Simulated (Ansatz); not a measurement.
**How far is PAW off for Ca?**

```
CELL_PARAMETERS angstrom
3.98000 0.00000 0.00000
-1.99000 3.44678 0.00000
0.00000 0.00000 6.52000
ATOMIC_POSITIONS crystal
Ca 0.33333 0.66667 0.25000
Ca 0.66667 0.33333 0.75000
```

Atoms are numbered in the order listed.

The structure is an experimental refinement, used without relaxation. It was measured hot, at 723 K.

Methods: DFT, PBEsol, PAW with Ansatz's default frozen-core files, scalar-relativistic (Ansatz 0.2.0); DFT, PBEsol, all-electron LAPW, scalar-relativistic (Ansatz 0.2.0).

For PAW: a Γ-centred 11×11×6 k mesh, Fermi–Dirac smearing of 0.08 eV, cutoff 420 eV, no spin polarisation; the PAW files were made with PBE, and the program remakes their frozen cores for this functional. LAPW targets a basis error of 0.5 meV/atom. The Ansatz runs share mesh, smearing and spin set-up. Plane-wave (PAW) pressures include the program's estimate of the Pulay term.

Stress and pressure are positive in compression.

Levels count from the Fermi level.

```csv
quantity,PAW,LAPW
pressure (GPa),-1.42,-1.42
highest filled level at H (eV),-23.033,-23.031
lowest empty level at H (eV),0.151,0.151
highest filled level at M (eV),-0.705,-0.705
lowest empty level at M (eV),0.252,0.252
highest filled level at K (eV),-0.196,-0.195
lowest empty level at K (eV),0.601,0.601
```

PAW's pressure differs from the LAPW value by about 0.01 GPa or less.
